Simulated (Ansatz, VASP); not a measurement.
SiC: VASP beside Ansatz

```
Si C
1.0
     3.22170    0.00000    0.00000
    -1.61085    2.79007    0.00000
     0.00000    0.00000    9.26970
Si C
4 4
Direct
  0.66667 0.33333 0.93783
  0.33333 0.66667 0.43783
  0.00000 0.00000 0.68790
  0.00000 0.00000 0.18790
  0.66667 0.33333 0.74982
  0.33333 0.66667 0.24982
  0.00000 0.00000 0.50045
  0.00000 0.00000 0.00045
```

Alike in both runs: task single point; functional PBEsol; k mesh 12 × 12 × 4; occupations gaussian, width 0.05 eV; no spin polarisation.

|  | VASP | Ansatz |
| --- | --- | --- |
| version | VASP 6.6.1 | Ansatz 0.2.0 |
| potentials or method | VASP PAW PBE potentials, release 64 (Si, C) | scalar-relativistic, plane waves, PAW |
| plane-wave cutoff (eV) | 520 | 520 |
| valence electrons in the cell | 32 | 32 |

|  | VASP | Ansatz | Ansatz less VASP |
| --- | --- | --- | --- |
| gap on the k mesh at the Fermi level (eV) | 1.32 | 1.35 | +0.023 |
| least direct gap on the mesh (eV) | 2.35 | 2.36 | +0.010 |
| pressure (GPa) | 3.7 | 3.4 | -0.36 |
| largest component of the traceless stress (GPa) | 51.73 | 51.39 | -0.341 |
| rms of the force components (eV/Å) | 1.292 | 1.281 | -0.0106 |

Atom by atom the forces differ by 0.011 eV/Å (rms over components). Ansatz warned: «pseudo_functional_mismatch».

Caveats: the PAW data sets were made with another functional, which shifts forces and pressure a little (VASP). A k mesh can miss the band edges. As with any semilocal functional, this PBEsol gap is likely too small.
